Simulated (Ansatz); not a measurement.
The first iterations of a band of a periodic cell of 28 atoms, Ag (surface Ag(100), adsorbate Ag).

Theory: DFT PBE, scalar-relativistic, plane waves, PAW (Ansatz 0.2.0). Settings: cutoff 420 eV, k mesh 3x3x1, gaussian smearing 0.1 eV, no spin polarisation.

```json
{
 "movable images": "3",
 "climbing image": "yes",
 "spring": "5.0 eV/Å²",
 "optimiser": "quadratic models (default)",
 "start path": "default",
 "force threshold": "0.04 eV/Å",
 "iteration limit": "41",
 "end points": "relaxed",
 "atoms held": "1 to 9"
}
```

First end point:

```xyz
28
Lattice="8.8035 0.0000 0.0000 0.0000 8.8035 0.0000 0.0000 0.0000 16.1500" Properties=species:S:1:pos:R:3
Ag 0.000 0.000 6.000
Ag 2.934 0.000 6.000
Ag 5.869 0.000 6.000
Ag 0.000 2.934 6.000
Ag 2.934 2.934 6.000
Ag 5.869 2.934 6.000
Ag 0.000 5.869 6.000
Ag 2.934 5.869 6.000
Ag 5.869 5.869 6.000
Ag 1.467 1.467 8.025
Ag 4.387 1.467 8.028
Ag 7.351 1.467 8.028
Ag 1.467 4.387 8.028
Ag 4.392 4.392 8.027
Ag 7.346 4.392 8.028
Ag 1.467 7.351 8.028
Ag 4.392 7.346 8.028
Ag 7.346 7.346 8.028
Ag -0.023 -0.023 10.098
Ag 2.958 -0.024 10.097
Ag 5.869 0.008 10.053
Ag -0.024 2.958 10.097
Ag 2.959 2.959 10.096
Ag 5.869 2.927 10.053
Ag 0.008 5.869 10.053
Ag 2.927 5.869 10.053
Ag 5.869 5.869 10.029
Ag 1.472 1.470 11.928
```

Last end point:

Only the atoms that move by more than 0.05 Å are listed.
```
Ag19 0.000 0.008 10.053
Ag21 5.893 -0.024 10.097
Ag22 0.000 2.927 10.053
Ag24 5.893 2.959 10.096
Ag28 4.406 1.470 11.928
```

| iteration | highest image above the first end (eV) | largest band force component (eV/Å) |
| --- | --- | --- |
| 1 | 1.193 | 4.401 |
| 2 | 0.492 | 0.492 |

Task: Does the band converge within its limit, and where does its top end?

Result: It converged. It ended after 5 iterations with the highest image 0.455 eV above the first end. By the program's own check the climbing image is a first-order saddle point (lowest curvatures found: -0.69 and 0.55 eV/Å²). Limits of this set-up: thin slab, slab without dipole correction.

The run took 26 min on 8 threads of Intel(R) Xeon(R) Platinum 8259CL CPU @ 2.50GHz (Skylake/Cascade Lake) (shared host), peak memory 16 GiB.
